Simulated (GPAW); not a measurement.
# SiC (Moissanite) (P6_3mc) in GPAW: G0W0 quasiparticle levels with PBEsol

Aim: the G0W0 quasiparticle levels of SiC (Moissanite) with PBEsol.

Everything below comes from runs of GPAW 26.7.0. Logs are shortened: lines on timing, memory, paths and dates and some standing lists are left out, and cuts for length are marked. The log counts tension as positive stress, the text compression.

## Step 1: Starting point

The structure is hexagonal, space group P6_3mc (No. 186). Conventional cell: a = 3.076 Å, b = 3.076 Å, c = 5.048 Å, α = 90.00°, β = 90.00°, γ = 120.00°. Si (site symmetry 3m) has 4 C at 1.87 to 1.94 Å as nearest neighbours. C (site symmetry 3m) has 4 Si at 1.87 to 1.94 Å as nearest neighbours.

## Step 2: G0W0 quasiparticle levels, PBEsol

run.py

```python
import json
import numpy as np
from ase.dft.bandgap import bandgap
from ase.io import read, write
from gpaw import GPAW, PW, setup_paths
from gpaw.response.g0w0 import G0W0

setup_paths.insert(0, '.')

atoms = read('POSCAR')

calc = GPAW(mode=PW(600),
            xc='PBEsol',
            kpts={'size': (4, 4, 2), 'gamma': True},
            occupations={'name': 'fermi-dirac', 'width': 0.001},
            nbands=18,
            convergence={'density': 1e-06},
            maxiter=150,
            txt='gpaw.txt')
atoms.calc = calc
energy = atoms.get_potential_energy()
calc.write('gs.gpw')
write('result.traj', atoms)
print(f'Energy: {energy:.6f} eV')
print('Fermi level:', round(calc.get_fermi_level(), 4), 'eV')
print(f'Gap: {bandgap(calc)[0]:.4f} eV, direct: {bandgap(calc, direct=True)[0]:.4f} eV')

calc.diagonalize_full_hamiltonian(nbands=97)
calc.write('full.gpw', mode='all')

ibz = calc.get_ibz_k_points()
gap, vbm, cbm = bandgap(calc, output=None)
gap, direct, _ = bandgap(calc, direct=True, output=None)
gamma = int(np.abs(ibz).sum(1).argmin())
kpts = sorted({gamma, vbm[1], cbm[1], direct[1]})
gw = G0W0(calc='full.gpw',
          filename='gw',
          ecut=100,
          ecut_extrapolation=True,
          relbands=(-2, 2),
          kpts=kpts,
          integrate_gamma='WS',
          ppa=True)
gw.calculate()
results = {mode: {key: np.asarray(r[key]).tolist() for key in ['f', 'eps', 'vxc', 'exx', 'sigma', 'Z', 'qp', 'sigma_eskn']}
           for mode, r in gw.all_results.items()}
json.dump({'kpts': ibz[kpts].tolist(), 'results': results}, open('gw.json', 'w'))
for mode, r in results.items():
    f, qp = np.array(r['f']), np.array(r['qp'])
    print(mode, 'quasiparticle energies (eV):')
    print(qp.round(3))
    print(mode, 'gap:', round(qp[f < 0.5].min() - qp[f > 0.5].max(), 4), 'eV')
```

POSCAR

```
SiC
1.0
    3.0760000000      0.0000000000      0.0000000000
   -1.5380000000      2.6638941420      0.0000000000
    0.0000000000      0.0000000000      5.0480000000
Si C
2 2
Direct
    0.6666666667      0.3333333333      0.5000000000
    0.3333333333      0.6666666667      0.0000000000
    0.6666666667      0.3333333333      0.8850000000
    0.3333333333      0.6666666667      0.3850000000
```

Potentials or basis: PAW data sets generated in the run's folder for this functional, pw.

Run with:

```
gpaw-setup -x -f PBEsol C Si
OMP_NUM_THREADS=1 python run.py
```

gpaw.txt:

```text
__  _  _
 | _ |_)|_||  |
 |__||  | ||/\| - 26.7.0

Input parameters:
  mode=PW(ecut=600.0),
  convergence={'density': 1e-06},
  kpts=MonkhorstPack(size=(4, 4, 2), gamma=True),
  maxiter=150,
  nbands=18,
  occupations=Occupations(name='fermi-dirac', width=0.001),
  xc=XC(name='PBEsol')

Diagonalizing LCAO Hamiltonian
Converting LCAO to pw mode

           C

           Si
        C

        Si

Atoms  # Å, Bohr magnetons
|   | symbol |         x |        y |        z |    initial magnetic moments |
|---|--------|-----------|----------|----------|-----------------------------|
| 0 |     Si |  1.538000 | 0.887965 | 2.524000 | ( 0.0000,  0.0000,  0.0000) |
| 1 |     Si | -0.000000 | 1.775929 | 0.000000 | ( 0.0000,  0.0000,  0.0000) |
| 2 |      C |  1.538000 | 0.887965 | 4.467480 | ( 0.0000,  0.0000,  0.0000) |
| 3 |      C | -0.000000 | 1.775929 | 1.943480 | ( 0.0000,  0.0000,  0.0000) |

Unit cell  # Å
| periodic |         x |        y |        z |  lengths |     angles |
|----------|-----------|----------|----------|----------|------------|
|      yes |  3.076000 | 0.000000 | 0.000000 | 3.076000 |  90.000000 |
|      yes | -1.538000 | 2.663894 | 0.000000 | 3.076000 |  90.000000 |
|      yes |  0.000000 | 0.000000 | 5.048000 | 5.048000 | 120.000000 |

Number of symmetries: 6
Symmetry operations  # r_c * U_cc + t_c -> r_c
|   | kind |            matrix            |
|---|------|------------------------------|
| 0 |  σ   |  1, 1, 0,  0,-1, 0,  0, 0, 1 |
| 1 |  E   |  1, 0, 0,  0, 1, 0,  0, 0, 1 |
| 2 |  C3  |  0, 1, 0, -1,-1, 0,  0, 0, 1 |
| 3 |  σ   |  0,-1, 0, -1, 0, 0,  0, 0, 1 |
| 4 |  σ   | -1, 0, 0,  1, 1, 0,  0, 0, 1 |
| 5 |  C3  | -1,-1, 0,  1, 0, 0,  0, 0, 1 |

BZ-sampling:
  Number of BZ points: 32
  Number of IBZ points: 8

  Monkhorst-Pack size: [4, 4, 2]
  Monkhorst-Pack shift: [0.125, 0.125, 0.25]

K-points  # in reciprocal-cell coordinates
|   |                                coordinates |     weight |
|---|--------------------------------------------|------------|
| 0 | (  0.00000000,   0.00000000,   0.00000000) | 0.03125000 |
| 1 | (  0.00000000,   0.00000000,   0.50000000) | 0.03125000 |
| 2 | (  0.25000000,   0.00000000,   0.00000000) | 0.18750000 |
| 3 | (  0.25000000,   0.00000000,   0.50000000) | 0.18750000 |
| 4 | (  0.50000000,   0.25000000,   0.00000000) | 0.18750000 |
| 5 | (  0.50000000,   0.25000000,   0.50000000) | 0.18750000 |
| 6 | (  0.50000000,   0.50000000,   0.00000000) | 0.09375000 |
| 7 | (  0.50000000,   0.50000000,   0.50000000) | 0.09375000 |

Plane wave coefficients: 1390
Cutoff: 600.0 eV

Spin-components: 1 (collinear spins)
Bands:           18
Projectors:      20
Spin-degeneracy: 2
Datatype:        complex128

Parallelization:
  kpt:    1
  domain: 1
  band:   1

Density:
  Valence electrons: 16.0
  Components: 1
  Grid points: [18 18 30]
  Charge: 0.0  # |e|

Potential:
  Grid points: [18 18 30]

species:
  Si:
    name:    Silicon
    Z:       14.0
    valence: 4
    core:    10
    charge:  0.0  # [|e|]
    compensation charges:
      type: gauss
      rc: 0.33  # [Å]
      lmax: 2
    cutoffs:
      filter: 1.86  # [Å]
      core: 2.06  # [Å]
    projectors
    | kind |    occ | energy [eV] | rcut [Å] |
    |------|--------|-------------|----------|
    |   3s |  2.000 |     -10.768 |    1.058 |
    |   3p |  2.000 |      -4.057 |    1.058 |
    |    s |        |      16.444 |    1.058 |
    |    p |        |      23.155 |    1.058 |
    |    d |        |       0.000 |    1.058 |

    Using partial waves for Si as LCAO basis

  C:
    name:    Carbon
    Z:       6.0
    valence: 4
    core:    2
    charge:  0.0  # [|e|]
    compensation charges:
      type: gauss
      rc: 0.20  # [Å]
      lmax: 2
    cutoffs:
      filter: 1.14  # [Å]
      core: 1.14  # [Å]
    projectors
    | kind |    occ | energy [eV] | rcut [Å] |
    |------|--------|-------------|----------|
    |   2s |  2.000 |     -13.648 |    0.635 |
    |   2p |  2.000 |      -5.232 |    0.635 |
    |    s |        |      13.563 |    0.635 |
    |    p |        |      21.979 |    0.635 |
    |    d |        |       0.000 |    0.635 |

    Using partial waves for C as LCAO basis

Reference energy: -17789.317351  # eV

eigensolver:
  PPCG
  Converge bands: occupied
  niter=2

density mixing:
  MSR1-Mixer
  Pratt-step length: 0.05
  Maximum mixing coefficient: 0.75
  Old densities: 10
  SVD Regularization: 0.005
  Good broyden scale: 1.0
  Trust region scale: 1.0
  Backstep threshold: 4.0
  History deletion threshold: 6.0
  Fourier metric: weight=20.0, sigma=0.015

occupation numbers:
  Fermi-Dirac:
    width: 0.0010  # eV

poisson solver:
  ecut: 4800.0  # eV

xc functional:
  name: PBEsol with 2 nearest neighbor stencil

convergence criteria:
- Maximum integral of absolute [dens]ity change: 1e-06 electrons / valence electron
- Maximum [total energy] change in last 3 cyles: 0.0005 eV / valence electron
- Maximum integral of absolute [eigenst]ate change: 4e-08 eV^2 / valence electron
maximum number of iterations: 150

SCF iterations
|iter     | |      energy | eigst |  dens |
|---------|-|-------------|-------|-------|
|iter:   1| |  -34.870920 | -0.15 |       |
|iter:   2| |  -34.123280 | -2.24 | -0.56 |
|iter:   3| |  -31.538823 | -0.89 | -0.61 |
|iter:   4| |  -31.535148 | -2.84 | -1.32 |
|iter:   5| |  -31.538335c| -3.56 | -1.71 |
|iter:   6| |  -31.538459c| -5.48 | -2.66 |
|iter:   7| |  -31.538465c| -6.74 | -3.37 |
|iter:   8| |  -31.538465c| -7.94c| -4.16 |
|iter:   9| |  -31.538465c| -7.72c| -4.46 |
|iter:  10| |  -31.538465c| -8.67c| -5.42 |
|iter:  11| |  -31.538465c| -9.72c| -6.08c|

Converged in 11 steps
Energy contributions relative to reference atoms: (reference = -17789.317351)

Energy contributions:
  Kinetic:          33.386217
  Coulomb:         -27.966460
  Zero:             -0.034381
  External:          0.000000
  Xc:              -36.923842
  Entropy:          -0.000000
  Spinorbit:         0.000000
  ----------------------------
  Free energy:     -31.538465
  Extrapolated:    -31.538465

dipole moment: (-0.000001, -0.000002, -8.908775)  # |e|*Ang

Fermi level: 10.213
Eigenvalues  # (at kpt = [0.000, 0.000, 0.000])
| band index |      eig [eV] | occ [0-2] |
|------------|---------------|-----------|
|          0 |        -7.247 |     2.000 |
|          1 |        -3.700 |     2.000 |
|          2 |        -0.266 |     2.000 |
|          3 |         6.952 |     2.000 |
|          4 |         6.952 |     2.000 |
|          5 |         8.246 |     2.000 |
[... 8 lines left out ...]
|         14 |        17.132 |     0.000 |
|         15 |        19.770 |     0.000 |
|        ... |               |           |
|         17 |        19.792 |     0.000 |

Gap: 2.442 eV
Transition (v -> c):
  (s=0, k=0, n=7, [0.00, 0.00, 0.00]) -> (s=0, k=6, n=8, [0.50, 0.50, 0.00])
Direct/indirect transitions are different
Direct gap: 3.933 eV
Transition at: (s=0, k=6, n=7, [0.50, 0.50, 0.00])
# Writing to gs.gpw (mode='')

Matrix size: 1390x1390
# Writing to full.gpw (mode='all')
```

It took 84 s on 1 thread of Arm Neoverse V1, shared host; peak memory 0.45 GiB.

Results:

- Free energy: -31.5385 eV
- Band gap on the k mesh, mean-field level: 2.44 eV, indirect (least direct gap 3.93 eV)
- Quasiparticle gap: 3.47 eV
- Least direct quasiparticle gap: 5.09 eV

Caveat: the k mesh is coarse (spacing up to 0.62 Å⁻¹), so the values aren't converged; the quasiparticle gap is taken among the few k points that were corrected; the long-wavelength limit can be off by a per cent or two. A k mesh can miss the band edges.
